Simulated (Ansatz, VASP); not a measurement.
CO2: VASP beside Ansatz

```
C O
1.0
     0.00000    2.97172    2.97172
     2.97172    0.00000    2.97172
     2.97172    2.97172    0.00000
C O
2 4
Direct
  0.50000 0.50000 0.50000
  0.75000 0.75000 0.75000
  0.12500 0.12500 0.12500
  0.62500 0.12500 0.12500
  0.12500 0.12500 0.62500
  0.12500 0.62500 0.12500
```

Alike in both runs: functional PBE; k mesh 6 × 6 × 6; occupations gaussian, width 0.1 eV; collinear spin.

Ansatz relaxed the structure, and its values are those at the end. VASP's run is a single point on that final structure, the one shown.

|  | VASP | Ansatz |
| --- | --- | --- |
| version | VASP 6.6.1 | Ansatz 0.2.0 |
| potentials or method | VASP PAW PBE potentials, release 64 (C, O) | scalar-relativistic, plane waves, PAW |
| plane-wave cutoff (eV) | 520 | 420 |
| valence electrons in the cell | 32 | 32 |

|  | VASP | Ansatz | Ansatz less VASP |
| --- | --- | --- | --- |
| gap on the k mesh at the Fermi level (eV) | none | none | - |
| pressure (GPa) | -0.4 | 0.0 | +0.34 |
| net moment per atom (μB) | 0.22 | 0.22 | -0.001 |
| size of the moment on the site where the two differ most (μB) | 0.07 | 0.09 | +0.027 |

Site moments also hang on the region over which each program counts them. A gap of «none» marks a metal or a gap that the smearing closes.
